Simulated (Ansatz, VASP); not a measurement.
**Sc in VASP and in Ansatz**

```
Sc
1.0
     0.00000    2.15698    2.15698
     2.15698    0.00000    2.15698
     2.15698    2.15698    0.00000
Sc
1
Direct
  0.00000 0.00000 0.00000
```

Change from the starting cell: strain -0.050 along x and y, -0.050 along z, atoms carried along.

Alike in both runs: task single point; functional PBE; k mesh 18 × 18 × 18; occupations gaussian, width 0.15 eV; no spin polarisation.

```csv
,VASP,Ansatz
version,VASP 6.6.1,Ansatz 0.2.0
potentials or method,"VASP PAW PBE potentials, release 64 (Sc_sv)","scalar-relativistic, plane waves, PAW"
plane-wave cutoff (eV),520,420
valence electrons in the cell,11,11
```

```tsv
	VASP	Ansatz	Ansatz less VASP
gap on the k mesh at the Fermi level (eV)	none	none	-
pressure (GPa)	14.6	14.6	-0.07
```

A gap of «none» marks a metal or a gap that the smearing closes. With one functional, cell and mesh, what is left measures potentials, basis and numerics.
